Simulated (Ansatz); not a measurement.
WS2:

```
W S
1.0
     1.57900    0.91164    6.16333
    -1.57900    0.91164    6.16333
     0.00000   -1.82327    6.16333
W S
1 2
Direct
  0.00000 0.00000 0.00000
  0.58100 0.58100 0.58100
  0.75030 0.75030 0.75030
```

Measurements of this composition are mostly on another form, of space group No. 194.

Base run:

| Property | Result |
| --- | --- |
| Program | Ansatz 0.2.0 |
| Functional | HSE06 |
| Potentials or basis | Ansatz PAW |
| Cutoff | 420 eV |
| Density cutoff | 1680 eV |
| k mesh | 6 × 6 × 6 |
| Occupations | fermi-dirac, width 0.05 eV |
| Spin | no spin polarisation |

Its results: band gap on the k mesh 1.54 eV, indirect (least direct gap 2.40 eV); largest force 0.651 eV/Å.

**Question.** The run is repeated on the same cell with these changes: functional from HSE06 to PBE0. What comes out?

**Answer.** Band gap on the k mesh 2.20 eV, indirect (least direct gap 3.06 eV); largest force 0.657 eV/Å.

Caveats: spin-orbit coupling is left out, which moves the levels of the heavy elements; the PAW data sets come from PBE, with cores solved anew for the run's functional, which leaves a small shift of forces and pressure.

Not every run made on this cell is shown here.
